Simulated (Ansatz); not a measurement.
MoSe$_{2}$ (space group P6_3/mmc) relaxed with several functionals in Ansatz (plane waves to 420 eV, scalar-relativistic PAW, no spin-orbit coupling, symmetry kept). The database cell has 20.13 Å³/atom; its temperature or method isn't stated, so the comparison with it is no error of the functional. No moments.

```tsv
functional	conventional cell	V (Å³/atom)	against the database cell (%)	gap on mesh (eV)	largest moment (μB)
PBE+D3(BJ)	a = 3.276 Å, b = 3.276 Å, c = 12.732 Å, α = 90.00°, β = 90.00°, γ = 120.00°	19.72	-2.0	0.77	0.00
LDA	a = 3.248 Å, b = 3.248 Å, c = 12.741 Å, α = 90.00°, β = 90.00°, γ = 120.00°	19.40	-3.6	0.76	0.00
PBE	a = 3.321 Å, b = 3.321 Å, c = 15.165 Å, α = 90.00°, β = 90.00°, γ = 120.00°	24.14	19.9	1.43	0.00
```